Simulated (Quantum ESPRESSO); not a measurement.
# Ge: equation of state with PBEsol

Crystal: Ge.

```
CELL_PARAMETERS angstrom
3.99759 0.00000 0.00000
-1.99879 3.46201 0.00000
0.00000 0.00000 6.59938
ATOMIC_POSITIONS crystal
Ge 0.33333 0.66667 0.93710
Ge 0.66667 0.33333 0.43710
Ge 0.33333 0.66667 0.56290
Ge 0.66667 0.33333 0.06290
```

This isn't the form of Ge at room conditions, which is diamond.

```yaml
Program: Quantum ESPRESSO 7.5
Task: equation of state
Functional: PBEsol
Potentials_or_basis: GBRV 1.5 PBEsol
Cutoff: 612 eV
Density_cutoff: 4898 eV
k_mesh: 8 × 8 × 4
Occupations: fermi-dirac, width 0.05 eV
Spin: no spin polarisation
Mixing_beta: 0.5
Most_SCF_iterations: 120
SCF_threshold: 8e-10 Ry
```

```json
{
  "Equilibrium volume": "22.80 Å³/atom",
  "Bulk modulus at fixed shape and positions": "67 GPa",
  "Pressure derivative of the bulk modulus": "4.7 (rough: it moves with the points fitted)"
}
```

Energy against volume, from the lowest point:
```tsv
volume (Å³/atom)	energy (meV/atom)
21.463	18.25
21.920	7.53
22.377	1.67
22.833	0.00
23.290	2.07
23.747	7.54
24.203	16.06
```

All runs of the series together: 3.5 min on 2 threads of Arm Neoverse V2, with other jobs on the host.

Caveat: the cell was scaled at fixed shape and fractional positions, which overstates the stiffness of a crystal with free parameters, most of all of layers and chains.
